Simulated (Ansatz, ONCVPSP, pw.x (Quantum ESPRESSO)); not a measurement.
## Equation-of-state test of one ONCV potential (Cu)

* Element: Cu (Z = 29)
* Generator: ONCVPSP 4.0.1.1 (patched build)
* Type: optimised norm-conserving Vanderbilt (ONCV)
* Functional: PBE
* Relativity: scalar-relativistic
* Frozen core: [Ne] 3s2
* Valence charge: 17
* Reference configuration: 3p6 3d10 4s1
* Partial waves: 4s: rc 2.20 bohr, ncon 4, nbas 7, qcut 2.7 1/bohr, 2 projectors, debl 0.4 Ha; 3p: rc 1.05 bohr, ncon 4, nbas 7, qcut 13.3 1/bohr, 2 projectors, debl 3.2 Ha; 3d: rc 1.45 bohr, ncon 3, nbas 7, qcut 9.8 1/bohr, 1 projector
* Local potential: polynomial inside 0.90 bohr (lpopt 4, dvloc0 3 Ha)
* Core correction: Teter function fitted to the true core (icmod 2), fcfact 0.45

Crystal test: bcc Cu in pw.x 7.5, no spin, 16³ k-points, Fermi–Dirac smearing 0.01 Ry, cutoffs 135/540 Ry. The reference is all-electron LAPW (Ansatz 0.2.0) with the same functional, mesh and smearing; V0 and B0 come from Birch–Murnaghan fits to the pressures at five volumes. Errors are pseudo minus all-electron; Δ is the rms difference of the E(V) curves that follow from these fits, minima aligned, over ±6 % about the mean V0. Mesh and smearing are coarse, so the numbers serve the comparison and aren't converged zero-temperature values; the lattice is a test structure that the element need not adopt.

| V (Å³/atom) | P all-electron (GPa) | P pseudo (GPa) |
| --- | --- | --- |
| 11.418 | 7.97 | 6.66 |
| 11.719 | 3.63 | 1.25 |
| 12.019 | -0.10 | -3.45 |
| 12.319 | -3.30 | -7.47 |
| 12.620 | -6.04 | -10.82 |

All-electron: a0 = 2.885 Å (V0 = 12.01 Å³/atom), B0 = 138.4 GPa.

Pseudopotential: mean pressure error (GPa): -3.20; a0 (Å): 2.868; a0 error (%): -0.61; B0 error (%): +37.5; Δ (meV/atom): 7.9. This is a poor potential for the solid. The generator flags a localised state at positive energy (s at 21 eV). Atomic configuration tests: 1 of 4 tests not solved or not reliable.

Q: At the middle volume, how do free energy and pressure move when the wave cutoff is lowered (ecutrho kept at four times it)?

A:

```csv
cutoff (Ry),shift of F (meV/atom),shift of P (GPa)
61,+16965.5,-1161.25
81,+1058.3,-110.02
108,+30.5,-3.79
```

The run at the middle volume (145 k-points, 9 iterations) took about 56 s on one core of a shared host (Neoverse-V2, 96 threads, 371 GiB, load 37).
